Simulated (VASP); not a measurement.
A run of VASP 6.6.1:

Contents of INCAR:

```
PREC = Accurate ; ENCUT = 520
EDIFF = 1E-7 ; ISMEAR = 0
SIGMA = 0.03 ; LREAL = F
LASPH = T ; NELM = 60
ALGO = Normal ; ISIF = 2
LWAVE = F ; LCHARG = T
LDIPOL = T ; IDIPOL = 3
DIPOL = 0.5 0.5 0.500 ; METAGGA = R2SCAN
LMIXTAU = T ; LVHAR = T
LVACPOTAV = T ; KPAR = 4
```

Contents of KPOINTS:

```
Automatic mesh
0
Gamma
  12 12 1
```

Contents of POSCAR:

```
PtSe2                                   
1.0
    3.7060189018      0.0000000000      0.0000000000
   -1.8530094509      3.2095065196      0.0000000000
    0.0000000000      0.0000000000     18.6200000000
  Se              Pt            
     2     1
Direct
     0.3333330000000032    0.6666669999999968    0.4288470405004758
     0.6666669999999968    0.3333330000000032    0.5711529594995242
     0.0000000000000000    0.0000000000000000    0.5000000000000000
```

Potentials or basis: VASP PAW PBE potentials, release 64 (Se, Pt).

Command:

```console
$ cat potpaw_PBE.64/Se/POTCAR potpaw_PBE.64/Pt/POTCAR > POTCAR
$ mpirun -np 4 vasp_std > vasp.out
```

Hardware: 4 MPI ranks on Intel(R) Xeon(R) 6975P-C (Granite Rapids), on a shared host.

**Question.** How long does it take, and how much memory?

**Answer.** Wall time 3.3 min on 4 MPI ranks on Intel(R) Xeon(R) 6975P-C (Granite Rapids) (shared host), peak memory 0.41 GiB a rank. Counts: scf iterations 58, k points 19.
